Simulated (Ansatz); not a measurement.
Input of an Ansatz 0.2.0 run:

Contents of input.yaml:

```yaml
crystal:
  lattice:
    - [1.6170930752, 0.9336291223, 4.800592584]
    - [-1.6170930752, 0.9336291223, 4.800592584]
    - [0.0, -1.8672582446, 4.800592584]
  atoms:
    - { symbol: Sn, position: [0.5, 0.5, 0.5] }
    - { symbol: O, position: [0.76283, 0.76283, 0.76283] }
    - { symbol: O, position: [0.23717, 0.23717, 0.23717] }
hamiltonian:
  xc: pbe
  pseudopotentials: { kind: paw }
kpoints:
  mp_grid: { grid: [10, 10, 10] }
scf:
  occupations: { method: fermi_dirac, width: 0.05 }
output:
  forces: true
  stress: true
  eigenvalues: true
relax:
  f_tol: 0.01
  max_steps: 40
  cell: { stress_tol: 0.05 }
```

Potentials or basis: Ansatz PAW.

Launch:

```bash
$ ansatz run input.yaml --threads 2 --pin off --max-ram 5632MiB --backend cpu --events-out ev --progress --plain --runs-dir out
```

Question: What does it give for the space group after relaxing (to 0.05 Å)?

Answer: R-3m (No. 166).

Question: Predict the relaxed cell.

Answer: a = 5.219 Å, b = 5.219 Å, c = 5.219 Å, α = 36.10°, β = 36.10°, γ = 36.10°.

Question: Estimate the band gap on the k mesh.

Answer: 1.99 eV, indirect (least direct gap 2.15 eV).

Step by step:
```
step  energy change (eV)  largest force (eV/Å)  volume (Å³)
   1              0.0000                0.1327        43.49
   2              0.0014                0.0508        43.94
   3             -0.0006                0.0082        43.67
   4             -0.0003                0.0001        43.74
   5             -0.0016                0.0000        43.74
   6             -0.0009                0.0029        43.91
   7             -0.0004                0.0005        44.02
   8             -0.0017                0.0010        44.02
   9             -0.0011                0.0000        44.16
  10             -0.0017                0.0002        44.16
```

Caveat: the plane-wave basis is chosen anew once the cell has moved, so the energies of steps on either side of that aren't comparable; spin-orbit coupling is left out, which moves the levels of the heavy elements. A k mesh can miss the band edges.
